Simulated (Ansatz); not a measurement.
# BN (model cell, started as CsCl type): a soft mode frozen in

Which phase does BN (model cell, started as CsCl type) fall into along its unstable mode, and how much energy does it gain?

Method: DFT PBEsol, scalar-relativistic, plane waves, PAW; PAW set soft_1, in Ansatz 0.2.0.

This is a report of a sequence of runs, with most program output left out.

The structure was built from a prototype and need not be the compound's stable phase.

### Step 1. Starting point

The structure is cubic, space group Pm-3m (No. 221). The conventional cell has a = 2.300 Å, b = 2.300 Å, c = 2.300 Å, α = 90.00°, β = 90.00°, γ = 90.00°. Nearest to B lie 8 N at 1.99 Å. N has 8 B at 1.99 Å nearest. Farther neighbours and most contacts between anions are not listed.

Coordinates:

```cif
data_structure
_symmetry_space_group_name_H-M 'P 1'
_symmetry_Int_Tables_number 1
_cell_length_a 2.3002
_cell_length_b 2.3002
_cell_length_c 2.3002
_cell_angle_alpha 90.000
_cell_angle_beta 90.000
_cell_angle_gamma 90.000
_cell_volume 12.17
loop_
_atom_site_label
_atom_site_type_symbol
_atom_site_fract_x
_atom_site_fract_y
_atom_site_fract_z
_atom_site_occupancy
B1 B 0.00000 0.00000 0.00000 1
N2 N 0.50000 0.50000 0.50000 1
```

### Step 2. Phonons on a q mesh

The cell comes from relaxations at this level that are not shown. Stability and thermal properties need the whole zone. Linear response on a 4×4×4 q mesh gives force constants as far as a supercell of that size would.

File input.yaml:

```yaml
crystal:
  lattice:
    - [2.3002356086, 0.0, 0.0]
    - [0.0, 2.3002356086, 0.0]
    - [0.0, 0.0, 2.3002356086]
  atoms:
    - { symbol: B, position: [0.0, 0.0, 0.0] }
    - { symbol: "N", position: [0.5, 0.5, 0.5] }
kpoints:
  mp_grid: { grid: [20, 20, 20] }
hamiltonian:
  xc: pbesol
  pseudopotentials: { kind: paw, azcp: { folder: soft_1 }, xc_functional: pbe }
scf:
  occupations: { method: methfessel_paxton, width: 0.2 }
output:
  eigenvalues: true
phonons:
  method: dfpt
  qmesh: [4, 4, 4]
  temperatures: { t_max: 1000, t_step: 50 }
  qpath:
    path:
      - [[0.0, 0.0, 0.0], [0.0, 0.5, 0.0], [0.5, 0.5, 0.0], [0.0, 0.0, 0.0], [0.5, 0.5, 0.5], [0.0, 0.5, 0.0]]
      - [[0.5, 0.5, 0.5], [0.5, 0.5, 0.0]]
    npoints: 10
```

On the command line:

```sh
ansatz run input.yaml --threads 4 --pin off --max-ram 10240MiB --backend cpu --events-out ev --progress --plain --runs-dir out
```

Elapsed: 99 s, on 4 threads of Intel Xeon Platinum 8375C at 2.90GHz (Ice Lake), shared host; peak memory 1.5 GiB; 6.1 min of CPU time.

Numbers from this step:

```yaml
volume_per_atom: 6.085 Å³
gap_on_the_k_mesh: 0 eV
sum_rule_residual_before_enforcement: 1.83e-5 eV/Å²
lowest_frequency_on_the_path: -1311 cm⁻¹
point_group: m-3m
highest_frequency_on_the_path_or_at_a_solved_wavevector: 503.4 cm⁻¹
highest_optical_mode_at_the_zone_centre_no_lo_to_term: -777.0 cm⁻¹
lowest_optical_zone_centre_mode: -777.0 cm⁻¹
lowest_mode_on_the_q_mesh_acoustic_modes_at_gamma_apart: -1311 cm⁻¹
```

Frequencies (cm⁻¹) solved at each irreducible wavevector; negative means imaginary. Frequencies by wavevector, by row:

| q in reciprocal lattice units | star | mode 1 | mode 2 | mode 3 | mode 4 | mode 5 | mode 6 |
| --- | --- | --- | --- | --- | --- | --- | --- |
| 0 0 0 | 1 | -777 | -777 | -777 | 0 | 0 | 0 |
| 0 0 0.25 | 6 | -774.1 | -774.1 | -618.6 | -272.7 | -272.7 | 352.9 |
| 0 0 -0.5 | 3 | -786.5 | -786.5 | -441.5 | -441.5 | -164.7 | 478.1 |
| 0 0.25 0.25 | 12 | -795.9 | -723.1 | -483.8 | -424.2 | -246.8 | 331.3 |
| 0 0.25 -0.5 | 12 | -966.6 | -678.2 | -585.8 | -510.9 | 212.6 | 467.5 |
| 0 -0.5 -0.5 | 3 | -1311 | -699.6 | -649.3 | -649.3 | 503.4 | 503.4 |
| 0.25 0.25 0.25 | 8 | -630.3 | -629.9 | -629.9 | -360.8 | 215.3 | 215.3 |
| 0.25 0.25 -0.5 | 12 | -812.2 | -631.2 | -489.6 | -351 | 285.1 | 434.2 |
| 0.25 -0.5 -0.5 | 6 | -704.1 | -522.3 | -522.3 | -462.1 | 457.3 | 457.3 |
| -0.5 -0.5 -0.5 | 1 | -182.3 | -182.3 | -182.3 | 147.4 | 147.4 | 147.4 |

Interpolated from a 4×4×4 q mesh. The phonon branches at the labelled points (cm⁻¹):

| point | branch 1 | branch 2 | branch 3 | branch 4 | branch 5 | branch 6 |
| --- | --- | --- | --- | --- | --- | --- |
| Γ | -777 | -777 | -777 | 0 | 0 | 0 |
| halfway | -774 | -774 | -619 | -273 | -273 | 353 |
| X | -786 | -786 | -442 | -442 | -165 | 478 |
| halfway | -967 | -678 | -586 | -511 | 213 | 468 |
| M | -1311 | -700 | -649 | -649 | 503 | 503 |
| halfway | -796 | -723 | -484 | -424 | -247 | 331 |
| Γ | -777 | -777 | -777 | 0 | 0 | 0 |
| halfway | -630 | -630 | -630 | -361 | 215 | 215 |
| R | -182 | -182 | -182 | 147 | 147 | 147 |
| halfway | -812 | -631 | -490 | -351 | 285 | 434 |
| X | -786 | -786 | -442 | -442 | -165 | 478 |
| jump to R | -182 | -182 | -182 | 147 | 147 | 147 |
| halfway | -704 | -522 | -522 | -462 | 457 | 457 |
| M | -1311 | -700 | -649 | -649 | 503 | 503 |

Symmetry leaves 10 wavevectors to solve. The lowest mode among them, the acoustic zeros apart, lies at q = (0, -0.5, -0.5) and is imaginary, 1311.2i cm⁻¹, so the energy falls along it.

### Step 3. The mode frozen in, largest atomic shift 0 Å

The mode followed lies at q = (0, 0.25, -0.5) with frequency 966.6i cm⁻¹, one of the unstable modes though not the softest. At small amplitude the distorted cell has space group no. 67 by a symmetry search on the positions. The undistorted cell that holds it gives the zero of energy on the same k mesh.

System of this step: BN (model cell, started as CsCl type). The structure is cubic, space group Pm-3m (No. 221). The conventional cell has a = 2.300 Å, b = 2.300 Å, c = 2.300 Å, α = 90.00°, β = 90.00°, γ = 90.00°. Nearest to B lie 8 N at 1.99 Å. Nearest to N lie 8 B at 1.99 Å. Farther neighbours and most contacts between anions are not listed.

input.yaml, the sections that differ from step 2:

```yaml
crystal:
  lattice:
    - [-2.3002356086, 0.0, 0.0]
    - [0.0, 0.0, -4.6004712171]
    - [0.0, -4.6004712171, -2.3002356086]
  atoms:
    - { symbol: B, position: [0.0, 0.75, 0.5] }
    - { symbol: B, position: [0.0, 0.25, 0.5] }
    - { symbol: B, position: [0.0, 0.5, 1.0] }
    - { symbol: B, position: [0.0, 1.0, 1.0] }
    - { symbol: "N", position: [0.5, 0.625, 0.25] }
    - { symbol: "N", position: [0.5, 0.125, 0.25] }
    - { symbol: "N", position: [0.5, 0.375, 0.75] }
    - { symbol: "N", position: [0.5, 0.875, 0.75] }
kpoints:
  mp_grid: { grid: [16, 10, 10] }
output:
  forces: true
  stress: true
  eigenvalues: true
# hamiltonian, scf: as in step 2
# phonons: removed
```

It took 2.7 s on 4 threads; peak memory 0.56 GiB; 9.9 s of CPU time.

Numbers from this step:

```
pressure                         : -0.03734 GPa
energy from the undistorted cell : 0 meV/atom
```

The run ends at a pressure of -0.04 GPa.

### Step 4. The mode frozen in, largest atomic shift 0.6 Å

The atoms are moved along the unstable eigenvector, the largest shift by 0.6 Å, with the cell fixed.

input.yaml, the sections that differ from step 3:

```yaml
crystal:
  lattice:
    - [-2.3002356086, 0.0, 0.0]
    - [0.0, 0.0, -4.6004712171]
    - [0.0, -4.6004712171, -2.3002356086]
  atoms:
    - { symbol: B, position: [0.0, 0.75, 0.5] }
    - { symbol: B, position: [0.0, 0.25, 0.5] }
    - { symbol: B, position: [0.0, 0.5, 1.0] }
    - { symbol: B, position: [0.0, 1.0, 1.0] }
    - { symbol: "N", position: [0.7608428449, 0.625, 0.25] }
    - { symbol: "N", position: [0.2391571551, 0.125, 0.25] }
    - { symbol: "N", position: [0.2391571551, 0.375, 0.75] }
    - { symbol: "N", position: [0.7608428449, 0.875, 0.75] }
# kpoints, hamiltonian, scf, output: as in step 3
```

Wall time 4 s (4 threads); peak memory 0.55 GiB; 15 s of CPU time.

Numbers from this step:

```
pressure                         : -10.33 GPa
energy from the undistorted cell : -1271 meV/atom
```

The energy, extrapolated to zero smearing, is -1271.13 meV/atom against the undistorted cell.

The run ends at a pressure of -10.33 GPa, with forces up to 3.0 eV/Å.

### Step 5. Energy along the mode, all amplitudes (two of the runs are shown above)

An imaginary frequency means negative curvature, so the energy should fall and then rise again as anharmonic terms take over.

This step gave:

```
depth at the lowest point sampled  : 1271 meV/atom
largest atomic shift at that point : 0.6 Å
```

Energy from the parent against largest atomic shift:

| largest atomic shift (Å) | energy from the parent (meV/atom) |
| --- | --- |
| 0.000 | 0 |
| 0.040 | -17.9 |
| 0.080 | -68.8 |
| 0.140 | -190 |
| 0.220 | -402 |
| 0.320 | -680 |
| 0.450 | -1005 |
| 0.600 | -1271 |

Displacement at unit largest shift by atom:

| atom | x (Å) | y (Å) | z (Å) | size |
| --- | --- | --- | --- | --- |
| B1 | 0.00 | 0.00 | 0.00 | 0.00 |
| B2 | 0.00 | 0.00 | 0.00 | 0.00 |
| B3 | 0.00 | 0.00 | 0.00 | 0.00 |
| B4 | 0.00 | 0.00 | 0.00 | 0.00 |
| N5 | -1.00 | 0.00 | 0.00 | 1.00 |
| N6 | 1.00 | 0.00 | 0.00 | 1.00 |
| N7 | 1.00 | 0.00 | 0.00 | 1.00 |
| N8 | -1.00 | 0.00 | 0.00 | 1.00 |

The lowest of the steps tried is the last one, at 0.6 Å, 1271 meV/atom below the parent; the bottom of the well need not coincide with a step.

### Step 6. Relaxation from the frozen mode

Starting from the lowest point found, all atoms and the cell are let go, so that strain and other modes of the same symmetry can join in.

input.yaml, as its differences from that of step 4:

```diff
@@ -25 +25,6 @@
   eigenvalues: true
+relax:
+  adjacent_minimum: "off"
+  f_tol: 0.002
+  max_steps: 120
+  cell: { stress_tol: 0.03 }
```

Wall time 2.7 min (4 threads); peak memory 0.69 GiB; 10 min of CPU time.

The steps of the relaxation (22 of 37):

| step | energy less that of the first step (eV) | largest force component (eV/Å) | pressure (GPa) | volume (Å³) |
| --- | --- | --- | --- | --- |
| 1 | 0.0000 | 2.6387 | -10.33 | 48.68 |
| 3 | -3.2801 | 0.4003 | 6.92 | 48.86 |
| 4 | -4.1017 | 0.1410 | 9.11 | 49.77 |
| 6 | -5.0553 | 0.2259 | 3.70 | 51.96 |
| 8 | -5.2312 | 0.0015 | -0.69 | 53.21 |
| 10 | -5.2321 | 0.0012 | 0.00 | 53.07 |
| 11 | -5.2321 | 0.0002 | 0.00 | 53.07 |
| 13 | -6.0173 | 0.0356 | 5.24 | 54.74 |
| 15 | -6.2209 | 0.0157 | 1.44 | 58.08 |
| 16 | -6.2359 | 0.0135 | 0.16 | 59.67 |
| 18 | -6.2354 | 0.0050 | 0.02 | 59.77 |
| 20* | -6.3420 | 0.0051 | 1.31 | 59.78 |
| 22 | -6.3797 | 0.0034 | 0.28 | 62.95 |
| 23 | -6.3592 | 0.4233 | -2.58 | 63.68 |
| 25 | -6.3782 | 0.0008 | 0.01 | 63.51 |
| 27* | -6.4018 | 0.0012 | 0.24 | 63.54 |
| 28 | -6.4030 | 0.0066 | 0.24 | 64.53 |
| 30 | -6.4017 | 0.0146 | 0.07 | 65.12 |
| 32* | -6.4075 | 0.0001 | 0.04 | 65.11 |
| 34 | -6.4066 | 0.0018 | 0.02 | 65.56 |
| 35* | -6.4079 | 0.0018 | 0.03 | 65.56 |
| 37* | -6.4080 | 0.0015 | -0.01 | 65.69 |

Relaxation steps marked * repeat the geometry before them on a plane-wave basis chosen anew for their cell, so energy and pressure can jump there. Other such steps can lie between the rows shown. Relaxation step 23 was tried and not accepted.

Forces are held to the 8 operations that the run works with; a distortion that breaks them can't arise in this run.

| cell as run | before | after | change |
| --- | --- | --- | --- |
| a (Å) | 2.300 | 3.862 | +67.9 % |
| b (Å) | 4.600 | 3.960 | -13.9 % |
| c (Å) | 5.143 | 4.729 | -8.1 % |
| α (°) | 63.43 | 65.25 | +2.9 % |
| volume (Å³/atom) | 6.09 | 8.21 | +34.9 % |

The atoms that moved most (Å, as changes of fractional coordinates times the final cell):

| atom | dx | dy | dz | length |
| --- | --- | --- | --- | --- |
| N5 | -0.277 | -0.073 | 0.000 | 0.287 |
| N8 | -0.277 | 0.073 | 0.000 | 0.287 |
| N7 | 0.277 | 0.073 | 0.000 | 0.287 |
| N6 | 0.277 | -0.073 | 0.000 | 0.287 |

Final coordinates:

```xyz
8
Lattice="-3.8622 0.0000 0.0000 0.0000 0.0000 -3.9604 0.0000 -4.2947 -1.9802" Properties=species:S:1:pos:R:3 pbc="T T T"
B     0.0000   -2.1473   -3.9604
B     0.0000   -2.1473   -1.9802
B     0.0000   -4.2947   -3.9604
B     0.0000   -4.2947   -5.9406
N    -3.2156   -1.1469   -2.9703
N    -0.6467   -1.1469   -0.9901
N    -0.6467   -3.1478   -2.9703
N    -3.2156   -3.1478   -4.9505
```

Numbers from this step:

```yaml
pressure: -0.007256 GPa
volume_per_atom: 8.211 Å³
gap_on_the_k_mesh: 0.8746 eV
```

The distorted start has space group Cmme; the relaxation ends in Cmme.

### Step 7. The new phase in its own primitive cell

The relaxed structure is symmetrised, reduced to its primitive cell and relaxed tightly, as its phonons need.

File input.yaml:

```yaml
crystal:
  lattice:
    - [1.9801863868, -4.2946756539, 0.0]
    - [1.9801863868, 4.2946756539, 0.0]
    - [0.0, 0.0, 3.862236436]
  atoms:
    - { symbol: B, position: [0.25, 0.25, 0.0] }
    - { symbol: B, position: [0.75, 0.75, 0.0] }
    - { symbol: B, position: [0.5, 0.0, 0.0] }
    - { symbol: B, position: [0.0, 0.5, 0.0] }
    - { symbol: "N", position: [0.8835247036, 0.1164752964, 0.1674383094] }
    - { symbol: "N", position: [0.3835247036, 0.6164752964, 0.8325616906] }
    - { symbol: "N", position: [0.1164752964, 0.8835247036, 0.8325616906] }
    - { symbol: "N", position: [0.6164752964, 0.3835247036, 0.1674383094] }
kpoints:
  mp_grid: { grid: [8, 8, 6] }
hamiltonian:
  xc: pbesol
  pseudopotentials: { kind: paw, azcp: { folder: soft_1 }, xc_functional: pbe }
scf:
  occupations: { method: fixed }
output:
  forces: true
  stress: true
  eigenvalues: true
relax:
  adjacent_minimum: "off"
  f_tol: 0.001
  max_steps: 60
  cell: { stress_tol: 0.01 }
```

Wall time 10 s (4 threads); peak memory 0.48 GiB.

Little changed from the start: no atom moved by 0.005 Å and no cell edge by 0.1 %.

Numbers from this step:

```yaml
pressure: -6.05e-4 GPa
gap_on_the_k_mesh: 0.9153 eV
volume_per_atom: 8.215 Å³
direct_gap_on_mesh: 1.171 eV
```

The largest force component left is 0.38 meV/Å and the pressure is -0.001 GPa, within the tolerances set. The cell now holds 8.21 Å³/atom.

[end of part 1 of 2]

[Logs are printed without paths, hosts, clocks, repeated set-up lines and the standing remarks that a program may print on its own settings, such as how far it seeks lower states.]

[Hosts, paths, dates, database ids (printed as entryN), source tags and the programs' standing remarks are cut or masked in the printed files.]
